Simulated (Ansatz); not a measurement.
**Si under changes of volume**

One of the cells (20.165 Å³/atom); the others are scaled copies at fixed shape and fractional positions:

```
Si
1.0
     0.00000    2.72185    2.72185
     2.72185    0.00000    2.72185
     2.72185    2.72185    0.00000
Si
2
Direct
  0.50000 0.50000 0.50000
  0.75000 0.75000 0.75000
```

```yaml
Program: Ansatz 0.2.0
Functional: BLYP
Potentials_or_basis: Ansatz PAW
Cutoff: "420 eV (not typed: the program's choice for these potentials)"
k_mesh: 8 × 8 × 8
Occupations: fermi-dirac, width 0.05 eV
Spin: no spin polarisation
```

| volume (Å³/atom) | energy over the lowest point (meV/atom) | pressure (GPa) | gap on the mesh (eV) |
| --- | --- | --- | --- |
| 18.955 | 68.76 | 11.1 | 0.75 |
| 19.358 | 44.14 | 8.6 | 0.78 |
| 19.761 | 25.50 | 6.3 | 0.81 |
| 20.165 | 12.28 | 4.2 | 0.84 |
| 20.568 | ? | ? | ? |
| 20.971 | 0.00 | 0.8 | 0.89 |
| 21.375 | 0.02 | -0.7 | 0.92 |

Task: What does the run at 20.568 Å³/atom give?

Result: Energy over the lowest point 3.94 meV/atom; pressure 2.4 GPa; gap on the mesh 0.87 eV.

Worked out: A Birch-Murnaghan fit of order 3 (a polynomial in V^(-2/3)) to the other rows has its minimum at 21.17 Å³/atom with B0 = V·E''(V) = 78 GPa and B' = 4.4. It gives 3.94 meV/atom at 20.568 Å³/atom, against the run's 3.94, and -dE/dV = 2.4 GPa, against 2.4. A straight line through the other rows of the gap, of slope 1.4 eV per unit of ln V, gives 0.87 eV, against the run's 0.87.

Energies are extrapolated to zero smearing.

Caveats: the PAW data sets come from PBE, with cores solved anew for the run's functional, which leaves a small shift of forces and pressure.

A mesh can miss the band edges.
